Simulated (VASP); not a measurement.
Set up this calculation in VASP 6.6.1, as the native input.

- Task: relaxation of cell and atoms
- Functional: LDA
- Potentials or basis: VASP PAW LDA potentials, release 64 (Ge_d)
- Cutoff: 600 eV
- k mesh: 12 × 12 × 5
- Occupations: gaussian, width 0.03 eV
- Spin: no spin polarisation
- Further INCAR settings: ALGO = Normal; EDIFF = 1e-06; IBRION = 2; EDIFFG = -0.01; NSW = 90; ISIF = 3

The structure of Ge lies in POSCAR:

```
Ge
1.0
    3.9975858400      0.0000000000      0.0000000000
   -1.9987929200      3.4620108900      0.0000000000
    0.0000000000      0.0000000000      6.5993779500
Ge
4
Direct
    0.6666666700      0.3333333300      0.0629012500
    0.3333333300      0.6666666700      0.5629012500
    0.6666666700      0.3333333300      0.4370987500
    0.3333333300      0.6666666700      0.9370987500
```

This isn't the form of Ge at room conditions, which is diamond.

These files were run (other wordings do the same):

INCAR

```
SYSTEM = Ge
PREC     = Accurate       ! precision mode
ENCUT    = 600            ! plane-wave cutoff, eV
EDIFF    = 1E-6           ! SCF threshold, eV
ISMEAR   = 0              ! smearing method
SIGMA    = 0.03           ! smearing width, eV
LREAL    = .FALSE.        ! projectors in reciprocal space
LASPH    = .TRUE.         ! aspherical terms in the spheres
NELM     = 80             ! most SCF steps
ALGO     = Normal         ! electronic algorithm
ISIF     = 3              ! what is computed and relaxed
LWAVE    = .FALSE.        ! write WAVECAR
LCHARG   = .FALSE.        ! write CHGCAR
IBRION   = 2              ! ionic algorithm
NSW      = 90             ! ionic steps
EDIFFG   = -0.01          ! ionic threshold
```

KPOINTS

```
regular mesh
0
G
  12 12 5
  0 0 0
```

Potentials or basis: VASP PAW LDA potentials, release 64 (Ge_d).

Run with:

```sh
$ cat potpaw_LDA.64/Ge_d/POTCAR > POTCAR
$ mpirun -np 1 vasp_std > vasp.out
```

It gave:

```yaml
Relaxed_volume: 22.22 Å³/atom
Relaxed_cell: a = 3.962 Å, b = 3.962 Å, c = 6.537 Å, α = 90.00°, β = 90.00°, γ = 120.00°
Space_group_after_relaxing_to_0.05_Å: P6_3/mmc (No. 194)
Energy_gained_by_relaxing: 3.6 meV/atom
Ionic_steps: 7
Pressure_after_relaxing: 0.0 GPa
Band_gap_on_the_k_mesh: none (metal or under the smearing width)
```

Wall time 3.8 min on 1 thread of Intel(R) Xeon(R) 6975P-C (Granite Rapids) (shared host), peak memory 0.29 GiB.
